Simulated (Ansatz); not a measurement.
Set up this calculation in Ansatz 0.2.0, as the native input.

* Task: single point
* Functional: PBE
* Potentials or basis: Ansatz PAW
* Cutoff: 420 eV (not typed: the program's choice for these potentials)
* k mesh: 9 × 9 × 9
* Occupations: gaussian, width 0.024 eV
* Spin: collinear spin, ferromagnetic start
* Starting moments: [2.0, 1.0] μB

Crystal: TiCo.

```
CELL_PARAMETERS angstrom
2.98611 0.00000 0.00000
0.00000 2.98611 0.00000
0.00000 0.00000 2.98611
ATOMIC_POSITIONS crystal
Co 0.50000 0.50000 0.50000
Ti 0.00000 0.00000 0.00000
```

The cell comes from a database or a generator and needn't be the stable form of this composition.

One way to write it, as run:

input.yaml

```yaml
crystal:
  lattice:
    - [2.98611099, 0.0, 0.0]
    - [0.0, 2.98611099, 0.0]
    - [0.0, 0.0, 2.98611099]
  atoms:
    - { symbol: Co, position: [0.5, 0.5, 0.5], spin: 2.0 }
    - { symbol: Ti, position: [0.0, 0.0, 0.0], spin: 1.0 }
hamiltonian:
  xc: pbe
  pseudopotentials: { kind: paw }
magnetization:
  spin_polarized: true
kpoints:
  mp_grid: { grid: [9, 9, 9] }
scf:
  occupations: { method: gaussian, width: 0.024 }
output:
  forces: true
  stress: true
  eigenvalues: true
  write_density: true
  write_potential: true
  elf: true
  volumetric_format: npy
```

Potentials or basis: Ansatz PAW.

Launch:

```console
$ ansatz run input.yaml --threads 2 --pin off --max-ram 5632MiB --backend cpu --events-out ev --progress --plain --runs-dir out
```

Results of the run:

| Item | Value |
| --- | --- |
| Pressure | -0.5 GPa |
| Band gap on the k mesh | none (metal or under the smearing width) |
| Net moment | 0.84 μB per cell |
| Absolute moment | 1.08 μB per cell |
| Site moments | Co +0.94; Ti -0.03 μB |

Run time: 0.86 s on 2 threads of AMD EPYC 9R45 96-Core Processor (Zen 5), on a shared host, peak memory 0.47 GiB.
